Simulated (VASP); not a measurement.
# Bi2Se3 in VASP: relaxation of cell and atoms with PBE+D4

Aim: the relaxation of cell and atoms of Bi2Se3 with PBE+D4.

All numbers are computed with VASP 6.6.1; they aren't measurements. Logs are shortened: lines on timing, memory, paths and dates and some standing lists are left out, and cuts for length are marked.

### 1 Starting point

The cell holds a sheet with vacuum, 5 atoms: a = 4.140 Å, b = 4.140 Å, c = 23.020 Å, α = 90.00°, β = 90.00°, γ = 120.00°.

The cell was built by a generator and needn't be a form met in nature.

### 2 Relaxation of cell and atoms, PBE+D4

INCAR reads:

```
  PREC = Accurate
  ENCUT = 600
  EDIFF = 1E-6
  ISMEAR = 0
  SIGMA = 0.03
  LREAL = False
  LASPH = True
  NELM = 120
  ALGO = Fast
  ISIF = 3
  LWAVE = False
  LCHARG = False
  GGA = PE
  IVDW = 13
  IBRION = 2
  NSW = 40
  EDIFFG = -0.005
  LATTICE_CONSTRAINTS = .TRUE. .TRUE. .FALSE.
```

KPOINTS reads:

```
Automatic mesh
0
Gamma
  12 12 1
```

POSCAR reads:

```
Bi2Se3
1.0
    4.1400000000      0.0000000000      0.0000000000
   -2.0700000000      3.5853451700      0.0000000000
    0.0000000000      0.0000000000     23.0200000000
Se Bi
3 2
Direct
    0.6666670000      0.3333330000      0.3475238900
    0.0000000000      0.0000000000      0.5000000000
    0.3333330000      0.6666670000      0.6524761100
    0.3333330000      0.6666670000      0.4161598600
    0.6666670000      0.3333330000      0.5838401400
```

Potentials or basis: VASP PAW PBE potentials, release 64 (Se, Bi_d).

Started as:

```console
cat potpaw_PBE.64/Se/POTCAR potpaw_PBE.64/Bi_d/POTCAR > POTCAR
mpirun -np 1 vasp_std > vasp.out
```

OUTCAR:

```text
PREC = Accurate
   ENCUT = 600
   EDIFF = 1E-6
   ISMEAR = 0
   LREAL = False
   LASPH = True
   NELM = 120
   ISIF = 3
   GGA = PE
   IVDW = 13
   IBRION = 2
   NSW = 40
   EDIFFG = -0.005

 ion  position               nearest neighbor table
   1  0.667  0.333  0.348-   4 2.87   4 2.87   4 2.87
   2  0.000  0.000  0.500-   4 3.07   5 3.07   4 3.07   5 3.07   5 3.07   4 3.07
   3  0.333  0.667  0.652-   5 2.87   5 2.87   5 2.87
   4  0.333  0.667  0.416-   1 2.87   1 2.87   1 2.87   2 3.07   2 3.07   2 3.07
   5  0.667  0.333  0.584-   3 2.87   3 2.87   3 2.87   2 3.07   2 3.07   2 3.07

  LATTYP: Found a hexagonal cell.
 ALAT       =     4.1400000000
 C/A-ratio  =     5.5603864734

  Lattice vectors:

 A1 = (   4.1400000000,   0.0000000000,   0.0000000000)
 A2 = (  -2.0700000000,   3.5853451700,   0.0000000000)
 A3 = (   0.0000000000,   0.0000000000,  23.0200000000)

Analysis of symmetry for initial positions (statically):
=====================================================================
 Subroutine PRICEL returns:
 Original cell was already a primitive cell.

 Routine SETGRP: Setting up the symmetry group for a
 hexagonal supercell.

 Subroutine GETGRP returns: Found 12 space group operations
 (whereof 12 operations were pure point group operations)
 out of a pool of 24 trial point group operations.

The static configuration has the point symmetry D_3d.

Analysis of symmetry for dynamics (positions and initial velocities):
=====================================================================
 Subroutine PRICEL returns:
 Original cell was already a primitive cell.

 Routine SETGRP: Setting up the symmetry group for a
 hexagonal supercell.

 Subroutine GETGRP returns: Found 12 space group operations
 (whereof 12 operations were pure point group operations)
 out of a pool of 24 trial point group operations.

The dynamic configuration has the point symmetry D_3d.

 Subroutine INISYM returns: Found 12 space group operations
 (whereof 12 operations are pure point group operations),
 and found     1 'primitive' translations

----------------------------------------------------------------------------------------

                                     Primitive cell

  volume of cell :     341.6934

  direct lattice vectors                    reciprocal lattice vectors
     4.140000000  0.000000000  0.000000000     0.241545894  0.139456587  0.000000000
    -2.070000000  3.585345170  0.000000000     0.000000000  0.278913174  0.000000000
[... 78 lines left out ...]
   ICHARG =      2    charge: 1-file 2-atom 10-const
   ISPIN  =      1    spin polarized calculation?
   LNONCOLLINEAR =      F non collinear calculations
   LSORBIT =      F    spin-orbit coupling
   LASPH  =      T    aspherical Exc in radial PAW
   ENCUT  =  600.0 eV  44.10 Ry    6.64 a.u.   8.27  8.27 45.98*2*pi/ulx,y,z
   NELM   =    120;   NELMIN=  2; NELMDL= -5     # of ELM steps
   EDIFF  = 0.1E-05   stopping-criterion for ELM
   LREAL  =      F    real-space projection
   EDIFFG = -.5E-02   stopping-criterion for IOM
   NSW    =     40    number of steps for IOM
   IBRION =      2    ionic relax: 0-MD 1-quasi-New 2-CG
   NFREE  =      1    steps in history (QN), initial steepest desc. (CG)
   ISIF   =      3    stress and relaxation
   ISYM   =      2    0-nonsym 1-usesym 2-fastsym
   POTIM  = 0.5000    time-step for ionic-motion
   TEBEG  =    0.0;   TEEND  =   0.0 temperature during run
   PSTRESS=    0.0 pullay stress
   NELECT =      48.0000    total number of electrons
   NUPDOWN=      -1.0000    fix difference up-down
   EMIN   =  10.00;   EMAX   =-10.00  energy-range for DOS
   EFERMI =   0.00;   METHOD = LEGACY
   ISMEAR =     0;   SIGMA  =   0.03  broadening in eV -4-tet -1-fermi 0-gaus
   EFERMI_NEDOS =   21; number of points for ismear=-14 and -15
   IALGO  =     68    algorithm
   IMIX   =      4    mixing-type and parameters
     AMIX     =   0.40;   BMIX     =  1.00
     AMIX_MAG =   1.60;   BMIX_MAG =  1.00
  volume/ion in A,a.u.               =      68.34       461.17
  Fermi-wavevector in a.u.,A,eV,Ry     =   0.851026  1.608207  9.853964  0.724246
  Thomas-Fermi vector in A             =   1.967095
   LORBIT       =      0    0 simple, 1 ext, 2 COOP (PROOUT), +10 PAW based schemes
   GGA     = PE    functional components
   LHFCALC =     F    Hartree Fock is set to
   AEXX    =    0.0000 exact exchange contribution
   IVDW    =    13    specifies the selected vdW correction
   LEPSILON=     F    determine dielectric tensor
   LRPA    =     F    only Hartree local field effects (RPA)
 conjugate gradient relaxation of ions
 non-spin polarized calculation
 RMM-DIIS sequential band-by-band and
 Gauss-broadening in eV      SIGMA  =   0.03
  energy-cutoff  :      600.00
  volume of cell :      341.69
 maximum number of plane-waves:     11442
 NGX is ok and might be reduce to    36
   NGX = 17   NGY = 17   NGZ = 91

--------------------------------------- Ionic step        1  -------------------------------------------

 number of electron      47.9999998 magnetization

 Free energy of the ion-electron system (eV)
  ---------------------------------------------------
  ext. energy  EPLUGINS =         0.00000000
  ---------------------------------------------------
  free energy    TOTEN  =       -20.20715973 eV

  energy without entropy =      -20.20715973  energy(sigma->0) =      -20.20715973

------------------------ aborting loop because EDIFF is reached ----------------------------------------

  DFT-D4 for vdW energy calculation

  Edisp (eV):   -1.79370
[... 114 lines left out ...]
  FREE ENERGIE OF THE ION-ELECTRON SYSTEM (eV)
  ---------------------------------------------------
  free  energy   TOTEN  =       -22.0030645282 eV

  energy  without entropy=      -22.0030645282  energy(sigma->0) =      -22.00306453

[... ionic steps 4 to 11 ...]

--------------------------------------- Ionic step       12  -------------------------------------------

 number of electron      47.9999998 magnetization

------------------------ aborting loop because EDIFF is reached ----------------------------------------
[... 81 lines left out ...]
--------------------------------------- Ionic step       14  -------------------------------------------

 number of electron      47.9999998 magnetization

 Free energy of the ion-electron system (eV)
  ---------------------------------------------------
  ext. energy  EPLUGINS =         0.00000000
  ---------------------------------------------------
  free energy    TOTEN  =       -20.19498238 eV

  energy without entropy =      -20.19498238  energy(sigma->0) =      -20.19498238

 E-fermi :  -1.4213     XC(G=0):  -4.4607

 val. band max:       -1.6189189608   @ k =   0.1667   0.0833   0.0000
 cond. band min:      -0.6804071363   @ k =   0.0000   0.0000   0.0000
 fundamental gap:      0.9385118245
 Fermi energy:        -1.4212678837

 k-point     1 :       0.0000    0.0000    0.0000
  band No.  band energies     occupation
      1     -24.1882      2.00000
      2     -24.1882      2.00000
      3     -24.1866      2.00000
      4     -24.1866      2.00000
      5     -24.1764      2.00000
      6     -24.1739      2.00000
[... 614 lines left out ...]
  FREE ENERGIE OF THE ION-ELECTRON SYSTEM (eV)
  ---------------------------------------------------
  free  energy   TOTEN  =       -22.0032096381 eV

  energy  without entropy=      -22.0032096381  energy(sigma->0) =      -22.00320964

 reached required accuracy - stopping structural energy minimisation
```

OSZICAR:

```text
N       E                     dE             d eps       ncg     rms          rms(c)
DAV:   1     0.457784596999E+03    0.45778E+03   -0.22495E+04  1200   0.159E+03
DAV:   2     0.290190628723E+02   -0.42877E+03   -0.42136E+03  1332   0.353E+02
DAV:   3    -0.189645159462E+02   -0.47984E+02   -0.47182E+02  1312   0.139E+02
[... 106 lines left out ...]
DAV:   1    -0.201948749198E+02   -0.53877E-04   -0.45702E-02  1140   0.126E+00    0.520E-02
RMM:   2    -0.201949553592E+02   -0.80439E-04   -0.16411E-03  1236   0.312E-01    0.283E-02
RMM:   3    -0.201949739233E+02   -0.18564E-04   -0.50107E-04  1447   0.182E-01    0.111E-02
RMM:   4    -0.201949816085E+02   -0.76852E-05   -0.10824E-04  1247   0.647E-02    0.745E-03
RMM:   5    -0.201949818729E+02   -0.26439E-06   -0.16586E-05  1099   0.323E-02    0.241E-03
RMM:   6    -0.201949823777E+02   -0.50481E-06   -0.61912E-06   696   0.187E-02
  14 F= -.22003210E+02 E0= -.22003210E+02  d E =-.560852E-04
```

CONTCAR:

```text
Bi2Se3
   1.00000000000000
     4.1215044431057777    0.0000000000000000    0.0000000000000000
    -2.0607522215528888    3.5693275478947823    0.0000000000000000
     0.0000000000000000    0.0000000000000000   23.0199999999999996
  Se              Bi
     3     2
Direct
     0.6666669999999968    0.3333330000000032    0.3473374800911372
     0.0000000000000000    0.0000000000000000    0.5000000000000000
     0.3333330000000032    0.6666669999999968    0.6526625199088628
     0.3333330000000032    0.6666669999999968    0.4159697591103647
     0.6666669999999968    0.3333330000000032    0.5840302408896354

  0.00000000E+00  0.00000000E+00  0.00000000E+00
  0.00000000E+00  0.00000000E+00  0.00000000E+00
  0.00000000E+00  0.00000000E+00  0.00000000E+00
  0.00000000E+00  0.00000000E+00  0.00000000E+00
  0.00000000E+00  0.00000000E+00  0.00000000E+00
```

Wall time 33 min (1 thread of Intel Xeon Platinum 8559C (Emerald Rapids), shared host); peak memory 0.71 GiB.

Results:

```
Free energy                            : -22.0032 eV
Relaxed volume                         : 67.73 Å³/atom
Relaxed cell                           : a = 4.122 Å, b = 4.122 Å, c = 23.020 Å, α = 90.00°, β = 90.00°, γ = 120.00°
Space group after relaxing (to 0.05 Å) : P-3m1 (No. 164)
Energy gained by relaxing              : 0.5 meV/atom
Ionic steps                            : 14
Largest force after relaxing           : 0.003 eV/Å
Band gap on the k mesh                 : 0.94 eV, indirect (least direct gap 1.30 eV)
Dispersion energy per atom             : -0.362 eV
```

Forces on the atoms (eV/Å):
```
Se   0.000  0.000 -0.003
Se   0.000  0.000  0.000
Se   0.000  0.000  0.003
Bi   0.000  0.000 -0.002
Bi   0.000  0.000  0.002
```

The path:
```tsv
step	energy change (eV)	largest force (eV/Å)	pressure (GPa)	volume (Å³)
1	0.0000	0.0613	-0.21	341.69
2	-0.0020	0.0470	0.08	338.26
3	-0.0022	0.0198	0.02	339.11
4	-0.0022	0.0181	0.01	339.16
5	-0.0022	0.0133	0.00	339.05
6	-0.0023	0.0245	0.01	338.74
7	-0.0023	0.0103	0.01	338.84
8	-0.0023	0.0116	0.02	338.86
9	-0.0023	0.0113	0.00	338.93
10	-0.0023	0.0134	-0.01	338.94
11	-0.0023	0.0082	-0.01	338.89
12	-0.0023	0.0012	-0.01	338.76
13	-0.0023	0.0160	0.00	338.49
14	-0.0024	0.0033	0.00	338.65
```

Final structure:
```yaml
crystal:
  lattice:
    - [4.12150, 0.00000, 0.00000]
    - [-2.06075, 3.56933, 0.00000]
    - [0.00000, 0.00000, 23.02000]
  atoms:
    - { symbol: Se, position: [0.66667, 0.33333, 0.34734] }
    - { symbol: Se, position: [0.00000, 0.00000, 0.50000] }
    - { symbol: Se, position: [0.33333, 0.66667, 0.65266] }
    - { symbol: Bi, position: [0.33333, 0.66667, 0.41597] }
    - { symbol: Bi, position: [0.66667, 0.33333, 0.58403] }
```

Levels at points of the mesh, in eV from the valence-band top:
```tsv
k point	band 22	band 23	band 24	band 25	band 26	band 27
(0.00, 0.00, 0.00)	-0.64	-0.64	-0.36	0.94	2.19	2.19
(0.50, 0.00, 0.00)	-1.06	-0.81	-0.58	1.72	2.84	2.86
```

Caveat: spin-orbit coupling is left out, which as a rule narrows the gap of such compounds by several tenths of an eV. A hybrid or GW would open this gap; PBE tends to underestimate it.
